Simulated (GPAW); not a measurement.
A run of GPAW 26.7.0:

Contents of run.py:

```python
import numpy as np
from ase.dft.bandgap import bandgap
from ase.io import read, write
from gpaw import GPAW, PW
from gpaw.response.df import DielectricFunction

atoms = read('POSCAR')

calc = GPAW(mode=PW(400),
            xc='LDA',
            kpts={'size': (6, 6, 6), 'gamma': True},
            occupations={'name': 'fermi-dirac', 'width': 0.001},
            nbands=19,
            convergence={'density': 1e-06},
            maxiter=150,
            txt='gpaw.txt')
atoms.calc = calc
energy = atoms.get_potential_energy()
calc.write('gs.gpw')
write('result.traj', atoms)
print(f'Energy: {energy:.6f} eV')
print('Fermi level:', round(calc.get_fermi_level(), 4), 'eV')
print(f'Gap: {bandgap(calc)[0]:.4f} eV, direct: {bandgap(calc, direct=True)[0]:.4f} eV')

for size in [(18, 18, 18)]:
    name = 'x'.join(str(n) for n in size)
    dense = calc.fixed_density(kpts={'size': size, 'gamma': True},
                               nbands=36, convergence={'bands': 30, 'eigenstates': 1e-7},
                               update_fermi_level=True, txt=f'dense-{name}.txt')
    dense.write(f'{name}.gpw', mode='all')
    df = DielectricFunction(f'{name}.gpw', frequencies=np.array([0.0]), hilbert=False, eta=0.001,
                            ecut=80, nbands=30, intraband=False, txt=f'df-{name}.txt')
    for xc in ['RPA']:
        for direction in ['x', 'y', 'z', [0, 1, 1], [1, 0, 1], [1, 1, 0]]:
            e0, e = df.get_macroscopic_dielectric_constant(xc=xc, direction=direction)
            print(f'{name} {xc} {direction}: {e0:.4f} without, {e:.4f} with local fields')
```

POSCAR

```
SnTe
1.0
    0.0000000000      3.1508500000      3.1508500000
    3.1508500000      0.0000000000      3.1508500000
    3.1508500000      3.1508500000      0.0000000000
Te Sn
1 1
Direct
    0.5000000000      0.5000000000      0.5000000000
    0.0000000000      0.0000000000      0.0000000000
```

Potentials or basis: the program's PAW data sets (release 1.2.1) made for this functional, pw.

Run with:

```bash
$ OMP_NUM_THREADS=1 python run.py
```

Hardware: 1 thread of Intel(R) Xeon(R) 6975P-C (Granite Rapids), on a shared host.

Problem. How long does it take, and how much memory?

Solution. Wall time 2.2 min on 1 thread of Intel(R) Xeon(R) 6975P-C (Granite Rapids) (shared host), peak memory 0.45 GiB. Counts: scf iterations 22, plane waves 1158, bands 19, k points 16.
